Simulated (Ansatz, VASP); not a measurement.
# Ag: VASP and Ansatz over several settings

```xyz
1
Lattice="0.0000 2.0427 2.0427 2.0427 0.0000 2.0427 2.0427 2.0427 0.0000" Properties=species:S:1:pos:R:3 pbc="T T T"
Ag    0.0000    0.0000    0.0000
```

Single points on this cell with VASP 6.6.1 and Ansatz 0.2.0. Each row is one pair of runs. Alike in all rows: spin: off; k mesh: 11 × 11 × 11.

```csv
level,smearing,"VASP's potentials, cutoff","Ansatz's potentials, cutoff","gap on the k mesh at the Fermi level (eV), VASP","gap on the k mesh at the Fermi level (eV), Ansatz","pressure (GPa), VASP","pressure (GPa), Ansatz"
PBE,"fermi-dirac, width 0.05 eV","VASP PAW PBE potentials, release 64 (Ag), 520 eV","Ansatz PAW, 420 eV",none,none,4.3,4.4
PBE,"fermi-dirac, width 0.05 eV","VASP PAW PBE potentials, release 64 (Ag), 520 eV","Ansatz NC, 960 eV",none,none,4.3,4.4
PBE,"fermi-dirac, width 0.05 eV","VASP PAW PBE potentials, release 64 (Ag), 520 eV","SPMS NC, 599 eV",none,none,4.3,4.6
PBE,"fermi-dirac, width 0.05 eV","VASP PAW PBE potentials, release 64 (Ag), 520 eV","PseudoDojo standard (PBE files), 1116 eV",none,none,4.3,4.4
LDA,"gaussian, width 0.02 eV","VASP PAW LDA potentials, release 64 (Ag_GW), 550 eV","Ansatz PAW, 420 eV",none,none,-7.8,-7.7
PBE,"gaussian, width 0.05 eV","VASP PAW PBE potentials, release 64 (Ag), 520 eV","Ansatz PAW, 420 eV",?,none,?,4.3
PBE,"gaussian, width 0.011 eV","VASP PAW PBE potentials, release 64 (Ag), 520 eV","Ansatz PAW, 420 eV",none,none,4.1,4.3
RPBE,"gaussian, width 0.05 eV","VASP PAW PBE potentials, release 54 (Ag), 520 eV","Ansatz PAW, 420 eV",none,none,8.3,8.4
```

Fill in what VASP gave in row 6.

gap on the k mesh at the Fermi level (eV): none; pressure (GPa): 4.1.

A gap of «none» marks a metal or a gap that the smearing closes.

Caveats: the PAW data sets were made with another functional, which shifts forces and pressure a little (VASP); the PAW data sets come from PBE, with cores solved anew for the run's functional, which leaves a small shift of forces and pressure (Ansatz).
